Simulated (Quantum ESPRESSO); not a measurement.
**As: zone-centre phonons under several settings**

```
As
1.0
     1.88080    1.08588    3.51406
    -1.88080    1.08588    3.51406
     0.00000   -2.17176    3.51406
As
2
Direct
  0.22600 0.22600 0.22600
  0.77400 0.77400 0.77400
```

All runs used Quantum ESPRESSO 7.5; potentials PseudoDojo 0.4.1 SR PBE standard; k mesh 6 × 6 × 6; no spin polarisation; cutoff 1143 eV; occupations cold, width 0.2 eV.

```tsv
level	geometry	volume (Å³/atom)	pressure (GPa)	lowest optical mode without the field (cm⁻¹)	highest optical mode without the field (cm⁻¹)
PBE	relaxed at 0 GPa	22.42	0.1	183	248
PBE	relaxed at 10 GPa	?	10.0	?	?
PBE	relaxed at 25 GPa	16.97	25.0	192	236
PBE	relaxed at 50 GPa	14.77	50.0	58	189
PBE	relaxed at 80 GPa	13.43	80.0	191	255
```

Q: What stands in the row left open?

A: Volume 19.23 Å³/atom; lowest optical mode without the field 162 cm⁻¹; highest optical mode without the field 240 cm⁻¹.

Caveats: the mesh is thin for the phonons of a metal; the layers were relaxed without a dispersion term, so their spacing and the soft interlayer modes are unreliable; the cell is more than 3 GPa from zero pressure, which shifts response properties (some runs); the volume moved by over 15 % at a fixed basis, so the end points are rough (some runs).

For the row left open. Caveat: the k mesh is coarse; the mesh is thin for the phonons of a metal; the cell is more than 3 GPa from zero pressure, which shifts response properties; the layers were relaxed without a dispersion term, so their spacing and the soft interlayer modes are unreliable.
